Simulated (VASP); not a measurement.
Here is a VASP 6.6.1 calculation.

The input INCAR:

```
PREC     = Accurate       # precision mode
ENCUT    = 520            # plane-wave cutoff, eV
EDIFF    = 1E-6           # SCF threshold, eV
ISMEAR   = -1             # smearing method
SIGMA    = 0.05           # smearing width, eV
LREAL    = F              # projectors in reciprocal space
LASPH    = T              # aspherical terms in the spheres
NELM     = 100            # most SCF steps
ALGO     = Normal         # electronic algorithm
ISIF     = 2              # what is computed and relaxed
LWAVE    = F              # write WAVECAR
LCHARG   = F              # write CHGCAR
METAGGA  = R2SCAN         # meta-GGA
LMIXTAU  = T            
NBANDS   = 11             # bands
```

KPOINTS

```
regular mesh
0
Gamma
  8 8 8
```

File POSCAR:

```
Si
1.0
    0.0000000000      2.7218511865      2.7218511865
    2.7218511865      0.0000000000      2.7218511865
    2.7218511865      2.7218511865      0.0000000000
Si
2
Direct
    0.5000000000      0.5000000000      0.5000000000
    0.7500000000      0.7500000000      0.7500000000
```

Potentials or basis: VASP PAW PBE potentials, release 64 (Si).

Run with:

```console
$ cat potpaw_PBE.64/Si/POTCAR > POTCAR
$ mpirun -np 1 vasp_std > vasp.out
```

**Question.** What does it give for the pressure?

**Answer.** -0.2 GPa.

**Question.** What does it give for the band gap on the k mesh?

**Answer.** 0.83 eV, indirect (least direct gap 2.75 eV).

Caveat: the PAW data sets were made with another functional, which shifts forces and pressure a little. A k mesh can miss the band edges.
